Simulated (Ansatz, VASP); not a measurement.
One calculation of Rb, two programs

```
Rb
1.0
     4.61869    0.00000    0.00000
     0.00000    4.61869    0.00000
     0.00000    0.00000    4.61869
Rb
1
Direct
  0.00000 0.00000 0.00000
```

Alike in both runs: task relaxation of cell and atoms; functional PBE; k mesh 9 × 9 × 9; occupations fermi-dirac, width 0.08 eV; no spin polarisation.

|  | VASP | Ansatz |
| --- | --- | --- |
| version | VASP 6.6.1 | Ansatz 0.2.0 |
| potentials or method | VASP PAW PBE potentials, release 64 (Rb_sv) | PAW with Ansatz's default frozen-core files, scalar-relativistic |
| plane-wave cutoff (eV) | 600 | 420 |
| valence electrons in the cell | 9 | 9 |

Ansatz gave:

```
relaxed volume (Å³/atom)                                     : 98.53
relaxed cell length with the largest relative difference (Å) : 4.619
```

Q: Which values does VASP return?

A: Relaxed volume (Å³/atom): 98.89; relaxed cell length with the largest relative difference (Å): 4.624.
